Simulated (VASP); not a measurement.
Wanted: the native input for a VASP 6.6.1 run.

- Task: relaxation of cell and atoms
- Functional: r2SCAN
- Dispersion: rVV10
- Potentials or basis: VASP PAW PBE potentials, release 64 (Ru_pv)
- Cutoff: 600 eV
- k mesh: 20 × 20 × 20
- Occupations: gaussian, width 0.1 eV
- Spin: no spin polarisation
- Further INCAR settings: ALGO = Normal; EDIFF = 1e-07; IBRION = 2; EDIFFG = -0.005; NSW = 90; ISIF = 3

The structure of Ru lies in POSCAR:

```
Ru
1.0
   -1.5036946000      1.5036946000      1.5036946000
    1.5036946000     -1.5036946000      1.5036946000
    1.5036946000      1.5036946000     -1.5036946000
Ru
1
Direct
    0.0000000000      0.0000000000      0.0000000000
```

This isn't the form of Ru at room conditions, which is hcp.

These files were run (other wordings do the same):

INCAR

```
SYSTEM = Ru
  PREC = Accurate
  ENCUT = 600
  EDIFF = 1E-7
  ISMEAR = 0
  SIGMA = 0.1
  LREAL = .False.
  LASPH = .True.
  NELM = 100
  ALGO = Normal
  ISIF = 3
  LWAVE = .False.
  LCHARG = .False.
  METAGGA = R2SCAN
  LMIXTAU = .True.
  LUSE_VDW = .True.
  IVDW_NL = 2
  BPARAM = 11.95
  CPARAM = 0.0093
  IBRION = 2
  NSW = 90
  EDIFFG = -0.005
```

KPOINTS

```
regular mesh
0
Gamma
  20 20 20
  0 0 0
```

Potentials or basis: VASP PAW PBE potentials, release 64 (Ru_pv).

The run is started by

```console
$ cat potpaw_PBE.64/Ru_pv/POTCAR > POTCAR
$ mpirun -np 1 vasp_std > vasp.out
```

It gave:

| Item | Value |
| --- | --- |
| Relaxed volume | 13.90 Å³/atom |
| Relaxed cell | a = 2.623 Å, b = 2.623 Å, c = 2.623 Å, α = 109.47°, β = 109.47°, γ = 109.47° |
| Space group after relaxing (to 0.05 Å) | Im-3m (No. 229) |
| Energy gained by relaxing | 6.6 meV/atom |
| Ionic steps | 4 |
| Pressure after relaxing | 0.0 GPa |
| Band gap on the k mesh | none (metal or under the smearing width) |

Caveat: the PAW data sets were made with another functional, which shifts forces and pressure a little.

Wall time 14 min on 1 thread of Intel(R) Xeon(R) Platinum 8375C CPU @ 2.90GHz (Ice Lake), with other jobs on the host, peak memory 0.27 GiB.
